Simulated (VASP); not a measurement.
# CaO (Fm-3m) in VASP: a series of runs

One crystal, CaO, is run at these levels: PBEsol, RPBE; tasks: relaxation of cell and atoms.

All numbers are computed with VASP 6.6.1; they aren't measurements. Logs are shortened: lines on timing, memory, paths and dates and some standing lists are left out, and cuts for length are marked.

**1. The structure**

Symmetry: Fm-3m, No. 225, cubic system. The conventional cell has a = 4.907 Å, b = 4.907 Å, c = 4.907 Å, α = 90.00°, β = 90.00°, γ = 90.00°. Ca (site symmetry m-3m) has 6 O at 2.45 Å as nearest neighbours. O (site symmetry m-3m) has 6 Ca at 2.45 Å as nearest neighbours.

**2. Relaxation of cell and atoms, PBEsol**

The input, INCAR:

```
ALGO = Fast
EDIFF = 1E-7
EDIFFG = -0.005
ENCUT = 580
GGA = PS
IBRION = 2
ISIF = 3
ISMEAR = 0
LASPH = T
LCHARG = F
LREAL = F
LWAVE = F
NELM = 80
NSW = 90
PREC = Accurate
SIGMA = 0.02
```

The input, KPOINTS:

```
k-points
0
Gamma
  8 8 8
```

The input, POSCAR:

```
CaO
1.0
    0.0000000000      2.4535000000      2.4535000000
    2.4535000000      0.0000000000      2.4535000000
    2.4535000000      2.4535000000      0.0000000000
Ca O
1 1
Direct
    0.0000000000      0.0000000000      0.0000000000
    0.5000000000      0.5000000000      0.5000000000
```

Potentials or basis: VASP PAW PBE potentials, release 64 (Ca_pv, O).

On the command line:

```
$ cat potpaw_PBE.64/Ca_pv/POTCAR potpaw_PBE.64/O/POTCAR > POTCAR
$ mpirun -np 1 vasp_std > vasp.out
```

OUTCAR:

```text
EDIFF = 1E-7
   EDIFFG = -0.005
   ENCUT = 580
   GGA = PS
   IBRION = 2
   ISIF = 3
   ISMEAR = 0
   LASPH = T
   LREAL = F
   NELM = 80
   NSW = 90
   PREC = Accurate

 ion  position               nearest neighbor table
   1  0.000  0.000  0.000-   2 2.45   2 2.45   2 2.45   2 2.45   2 2.45   2 2.45
   2  0.500  0.500  0.500-   1 2.45   1 2.45   1 2.45   1 2.45   1 2.45   1 2.45

  LATTYP: Found a face centered cubic cell.
 ALAT       =     4.9070000000

  Lattice vectors:

 A1 = (   0.0000000000,   2.4535000000,   2.4535000000)
 A2 = (   2.4535000000,   0.0000000000,   2.4535000000)
 A3 = (   2.4535000000,   2.4535000000,   0.0000000000)

Analysis of symmetry for initial positions (statically):
=====================================================================
 Subroutine PRICEL returns:
 Original cell was already a primitive cell.

 Routine SETGRP: Setting up the symmetry group for a
 face centered cubic supercell.

 Subroutine GETGRP returns: Found 48 space group operations
 (whereof 48 operations were pure point group operations)
 out of a pool of 48 trial point group operations.

The static configuration has the point symmetry O_h .

Analysis of symmetry for dynamics (positions and initial velocities):
=====================================================================
 Subroutine PRICEL returns:
 Original cell was already a primitive cell.

 Routine SETGRP: Setting up the symmetry group for a
 face centered cubic supercell.

 Subroutine GETGRP returns: Found 48 space group operations
 (whereof 48 operations were pure point group operations)
 out of a pool of 48 trial point group operations.

The dynamic configuration has the point symmetry O_h .

 Subroutine INISYM returns: Found 48 space group operations
 (whereof 48 operations are pure point group operations),
 and found     1 'primitive' translations

----------------------------------------------------------------------------------------

                                     Primitive cell

  volume of cell :      29.5385

  direct lattice vectors                    reciprocal lattice vectors
     0.000000000  2.453500000  2.453500000    -0.203790503  0.203790503  0.203790503
     2.453500000  0.000000000  2.453500000     0.203790503 -0.203790503  0.203790503
     2.453500000  2.453500000  0.000000000     0.203790503  0.203790503 -0.203790503

  length of vectors
     3.469772975  3.469772975  3.469772975     0.352975506  0.352975506  0.352975506

  position of ions in fractional coordinates (direct lattice)
     0.000000000  0.000000000  0.000000000
     0.500000000  0.500000000  0.500000000

  ion indices of the primitive-cell ions
   primitive index   ion index
                 1           1
                 2           2

----------------------------------------------------------------------------------------

 KPOINTS: k-points

Automatic generation of k-mesh.
 Grid dimensions read from file:
 generate k-points for:    8    8    8

 Generating k-lattice:

  Cartesian coordinates                     Fractional coordinates (reciprocal lattice)
    -0.025473813  0.025473813  0.025473813     0.125000000  0.000000000  0.000000000
     0.025473813 -0.025473813  0.025473813     0.000000000  0.125000000  0.000000000
     0.025473813  0.025473813 -0.025473813     0.000000000  0.000000000  0.125000000

  Length of vectors
     0.044121938  0.044121938  0.044121938

  Shift w.r.t. Gamma in fractional coordinates (k-lattice)
     0.000000000  0.000000000  0.000000000

 Subroutine IBZKPT returns following result:
 ===========================================

 Found     29 irreducible k-points:

 Following reciprocal coordinates:
            Coordinates               Weight
  0.000000  0.000000  0.000000      1.000000
  0.125000  0.000000  0.000000      8.000000
  0.250000  0.000000  0.000000      8.000000
  0.375000  0.000000  0.000000      8.000000
  0.500000  0.000000  0.000000      4.000000
  0.125000  0.125000  0.000000      6.000000
[... 16 lines left out ...]
  0.500000  0.250000  0.125000     48.000000
 -0.375000  0.250000  0.125000     24.000000
 [... further k-points ...]
   k-points           NKPTS =     29   k-points in BZ     NKDIM =     29   number of bands    NBANDS=     11
   number of dos      NEDOS =    301   number of ions     NIONS =      2
   total plane-waves  NPLWV =  21952
   dimension x,y,z NGX =    28 NGY =   28 NGZ =   28
   dimension x,y,z NGXF=    56 NGYF=   56 NGZF=   56
   ions per type =               1   1
   NGX,Y,Z   is equivalent  to a cutoff of  13.42, 13.42, 13.42 a.u.
   NGXF,Y,Z  is equivalent  to a cutoff of  26.83, 26.83, 26.83 a.u.
 SYSTEM =  unknown system
   PREC   = accura    normal or accurate (medium, high low for compatibility)
   ISTART =      0    job   : 0-new  1-cont  2-samecut
   ICHARG =      2    charge: 1-file 2-atom 10-const
   ISPIN  =      1    spin polarized calculation?
   LNONCOLLINEAR =      F non collinear calculations
   LSORBIT =      F    spin-orbit coupling
   LASPH  =      T    aspherical Exc in radial PAW
   ENCUT  =  580.0 eV  42.63 Ry    6.53 a.u.   6.81  6.81  6.81*2*pi/ulx,y,z
   NELM   =     80;   NELMIN=  2; NELMDL= -5     # of ELM steps
   EDIFF  = 0.1E-06   stopping-criterion for ELM
   LREAL  =      F    real-space projection
   EDIFFG = -.5E-02   stopping-criterion for IOM
   NSW    =     90    number of steps for IOM
   IBRION =      2    ionic relax: 0-MD 1-quasi-New 2-CG
   NFREE  =      1    steps in history (QN), initial steepest desc. (CG)
   ISIF   =      3    stress and relaxation
   ISYM   =      2    0-nonsym 1-usesym 2-fastsym
   POTIM  = 0.5000    time-step for ionic-motion
   TEBEG  =    0.0;   TEEND  =   0.0 temperature during run
   PSTRESS=    0.0 pullay stress
   NELECT =      14.0000    total number of electrons
   NUPDOWN=      -1.0000    fix difference up-down
   EMIN   =  10.00;   EMAX   =-10.00  energy-range for DOS
   EFERMI =   0.00;   METHOD = LEGACY
   ISMEAR =     0;   SIGMA  =   0.02  broadening in eV -4-tet -1-fermi 0-gaus
   EFERMI_NEDOS =   21; number of points for ismear=-14 and -15
   IALGO  =     68    algorithm
   IMIX   =      4    mixing-type and parameters
     AMIX     =   0.40;   BMIX     =  1.00
     AMIX_MAG =   1.60;   BMIX_MAG =  1.00
  volume/ion in A,a.u.               =      14.77        99.67
  Fermi-wavevector in a.u.,A,eV,Ry     =   1.276404  2.412054 22.166705  1.629207
  Thomas-Fermi vector in A             =   2.409062
   LORBIT       =      0    0 simple, 1 ext, 2 COOP (PROOUT), +10 PAW based schemes
   GGA     = PS    functional components
   LHFCALC =     F    Hartree Fock is set to
   AEXX    =    0.0000 exact exchange contribution
   IVDW    =     0    specifies the selected vdW correction
   LEPSILON=     F    determine dielectric tensor
   LRPA    =     F    only Hartree local field effects (RPA)
 conjugate gradient relaxation of ions
 non-spin polarized calculation
 RMM-DIIS sequential band-by-band and
 Gauss-broadening in eV      SIGMA  =   0.02
  energy-cutoff  :      580.00
  volume of cell :       29.54
 maximum number of plane-waves:       960
   NGX = 13   NGY = 13   NGZ = 13

--------------------------------------- Ionic step        1  -------------------------------------------

 number of electron      14.0000004 magnetization

 Free energy of the ion-electron system (eV)
  ---------------------------------------------------
  ext. energy  EPLUGINS =         0.00000000
  ---------------------------------------------------
  free energy    TOTEN  =       -13.37331533 eV

  energy without entropy =      -13.37331533  energy(sigma->0) =      -13.37331533

------------------------ aborting loop because EDIFF is reached ----------------------------------------

  FORCE on cell =-STRESS in cart. coord.  units (eV):
  Direction    XX          YY          ZZ          XY          YZ          ZX
  --------------------------------------------------------------------------------------
  -------------------------------------------------------------------------------------
  Total       -1.5418076     -1.5418076     -1.5418076      0.0000000     -0.0000000      0.0000000
  in kB      -83.6281683    -83.6281683    -83.6281683      0.0000000     -0.0000000      0.0000000
  external PRESSURE =     -83.6281683 kB  Pullay stress =       0.0000000 kB

 VOLUME and BASIS-vectors are now :
 -----------------------------------------------------------------------------
  energy-cutoff  :      580.00
  volume of cell :       29.54
      direct lattice vectors                 reciprocal lattice vectors
     0.000000000  2.453500000  2.453500000    -0.203790503  0.203790503  0.203790503
     2.453500000  0.000000000  2.453500000     0.203790503 -0.203790503  0.203790503
     2.453500000  2.453500000  0.000000000     0.203790503  0.203790503 -0.203790503
[... 37 lines left out ...]
 POSITION                                       TOTAL-FORCE (eV/Angst)
 -----------------------------------------------------------------------------------
      2.36225      0.00000      2.36225        -0.000000      0.000000     -0.000000
      2.36225      2.36225      2.36225         0.000000     -0.000000      0.000000
 -----------------------------------------------------------------------------------
    total drift:                                0.000000      0.000000      0.000000

  FREE ENERGIE OF THE ION-ELECTRON SYSTEM (eV)
  ---------------------------------------------------
  free  energy   TOTEN  =       -13.4379802067 eV

  energy  without entropy=      -13.4379802067  energy(sigma->0) =      -13.43798021

--------------------------------------- Ionic step        3  -------------------------------------------

 number of electron      13.9999996 magnetization

 Free energy of the ion-electron system (eV)
  ---------------------------------------------------
  ext. energy  EPLUGINS =         0.00000000
  ---------------------------------------------------
  free energy    TOTEN  =       -13.44429953 eV

  energy without entropy =      -13.44429953  energy(sigma->0) =      -13.44429953

 E-fermi :   2.8143     XC(G=0): -10.7801

 val. band max:        2.7075117069   @ k =   0.0000   0.0000   0.0000
 cond. band min:       6.2365822295   @ k =   0.5000   0.5000   0.0000
 fundamental gap:      3.5290705225
 Fermi energy:         2.8142594435

 k-point     1 :       0.0000    0.0000    0.0000
  band No.  band energies     occupation
      1     -15.3400      2.00000
      2     -15.3400      2.00000
      3     -15.3400      2.00000
      4     -12.8340      2.00000
      5       2.7075      2.00000
      6       2.7075      2.00000
      7       2.7075      2.00000
      8       7.4742      0.00000
      9       8.9836      0.00000
     10       8.9836      0.00000
     11       8.9836      0.00000

 k-point     2 :       0.1250    0.0000    0.0000
  band No.  band energies     occupation
      1     -15.6039      2.00000
      2     -15.3488      2.00000
      3     -15.3488      2.00000
      4     -12.5579      2.00000
      5       2.1465      2.00000
      6       2.4836      2.00000
      7       2.4836      2.00000
      8       8.1732      0.00000
      9       8.9351      0.00000
     10       9.2631      0.00000
     11       9.2631      0.00000
[... 295 lines left out ...]
 k-point    24 :      -0.3750    0.2500    0.1250
  band No.  band energies     occupation
      1     -16.3808      2.00000
      2     -15.6129      2.00000
      3     -15.4826      2.00000
      4     -11.7519      2.00000
      5       0.5603      2.00000
      6       1.5283      2.00000
      7       1.5980      2.00000
      8       9.5295      0.00000
      9       9.5901      0.00000
     10      11.6850      0.00000
     11      11.9103      0.00000

 [... further k-points ...]

------------------------ aborting loop because EDIFF is reached ----------------------------------------

  FORCE on cell =-STRESS in cart. coord.  units (eV):
  Direction    XX          YY          ZZ          XY          YZ          ZX
  --------------------------------------------------------------------------------------
  -------------------------------------------------------------------------------------
  Total        0.0017295      0.0017295      0.0017295     -0.0000000      0.0000000     -0.0000000
  in kB        0.1025072      0.1025072      0.1025072     -0.0000000      0.0000000     -0.0000000
  external PRESSURE =       0.1025072 kB  Pullay stress =       0.0000000 kB

 VOLUME and BASIS-vectors are now :
 -----------------------------------------------------------------------------
  energy-cutoff  :      580.00
  volume of cell :       27.03
      direct lattice vectors                 reciprocal lattice vectors
     0.000000000  2.382029396  2.382029396    -0.209905050  0.209905050  0.209905050
     2.382029396  0.000000000  2.382029396     0.209905050 -0.209905050  0.209905050
     2.382029396  2.382029396  0.000000000     0.209905050  0.209905050 -0.209905050

 POSITION                                       TOTAL-FORCE (eV/Angst)
 -----------------------------------------------------------------------------------
      0.00000      0.00000      0.00000        -0.000000     -0.000000      0.000000
      2.38203      2.38203      2.38203         0.000000      0.000000     -0.000000
 -----------------------------------------------------------------------------------
    total drift:                                0.000000      0.000000      0.000000

  FREE ENERGIE OF THE ION-ELECTRON SYSTEM (eV)
  ---------------------------------------------------
  free  energy   TOTEN  =       -13.4442995276 eV

  energy  without entropy=      -13.4442995276  energy(sigma->0) =      -13.44429953

 reached required accuracy - stopping structural energy minimisation
```

It took 35 s on 1 thread of Intel Xeon Platinum 8488C (Sapphire Rapids), shared host; peak memory 0.17 GiB.

What came out:

```yaml
Free_energy: -13.4443 eV
Relaxed_volume: 13.52 Å³/atom
Relaxed_cell: a = 3.369 Å, b = 3.369 Å, c = 3.369 Å, α = 60.00°, β = 60.00°, γ = 60.00°
Space_group_after_relaxing_to_0.05_Å: Fm-3m (No. 225)
Energy_gained_by_relaxing: 35.5 meV/atom
Ionic_steps: 3
Pressure_after_relaxing: 0.0 GPa
Band_gap_on_the_k_mesh: 3.53 eV, indirect (least direct gap 3.91 eV)
```

The path:
```tsv
step	energy change (eV)	largest force (eV/Å)	pressure (GPa)	volume (Å³)
1	0.0000	0.0000	-8.36	29.54
2	-0.0647	0.0000	3.09	26.36
3	-0.0710	0.0000	0.01	27.03
```

Final structure:
```xyz
2
Lattice="0.0000 2.3820 2.3820 2.3820 0.0000 2.3820 2.3820 2.3820 0.0000" Properties=species:S:1:pos:R:3 pbc="T T T"
Ca    0.0000    0.0000    0.0000
O     2.3820    2.3820    2.3820
```

Caveat: the PAW data sets were made with another functional, which shifts forces and pressure a little. A k mesh can miss the band edges.

**3. Relaxation of cell and atoms, PBEsol**

INCAR: that of step 2 with these lines changed.

```diff
@@ -3,3 +3,3 @@
 EDIFFG = -0.005
-ENCUT = 580
+ENCUT = 480
 GGA = PS
```

KPOINTS is that of step 2.

POSCAR is that of step 2.

Potentials or basis: VASP PAW PBE potentials, release 64 (Ca_sv, O_s).

On the command line:

```
$ cat potpaw_PBE.64/Ca_sv/POTCAR potpaw_PBE.64/O_s/POTCAR > POTCAR
$ mpirun -np 1 vasp_std > vasp.out
```

It took 40 s on 1 thread of Intel Xeon Platinum 8488C (Sapphire Rapids), shared host; peak memory 0.17 GiB.

The run converged. Its results:

| Property | Result |
| --- | --- |
| Free energy | -13.4153 eV |
| Relaxed volume | 13.61 Å³/atom |
| Relaxed cell | a = 3.377 Å, b = 3.377 Å, c = 3.377 Å, α = 60.00°, β = 60.00°, γ = 60.00° |
| Space group after relaxing (to 0.05 Å) | Fm-3m (No. 225) |
| Energy gained by relaxing | 30.6 meV/atom |
| Ionic steps | 3 |
| Pressure after relaxing | 0.0 GPa |
| Band gap on the k mesh | 3.53 eV, indirect (least direct gap 3.90 eV) |

The path:
```csv
step,energy change (eV),largest force (eV/Å),pressure (GPa),volume (Å³)
1,0.0000,0.0000,-7.90,29.54
2,-0.0545,0.0000,3.20,26.53
3,-0.0613,0.0000,0.02,27.23
```

Final structure:
```
Ca O
1.0
     0.00000    2.38775    2.38775
     2.38775    0.00000    2.38775
     2.38775    2.38775    0.00000
Ca O
1 1
Direct
  0.00000 0.00000 0.00000
  0.50000 0.50000 0.50000
```

Levels at points of the mesh, in eV from the valence-band top:
```tsv
k point	band 6	band 7	band 8	band 9	band 10	band 11
(0.00, 0.00, 0.00)	0.00	0.00	0.00	4.74	6.24	6.24
(0.50, 0.00, 0.00)	-2.74	-1.26	-1.26	7.11	8.48	8.48
(0.50, 0.50, 0.00)	-1.31	-0.37	-0.37	3.53	8.19	9.04
```

Caveat: the PAW data sets were made with another functional, which shifts forces and pressure a little.

(Part 1 of 2 ends here.)
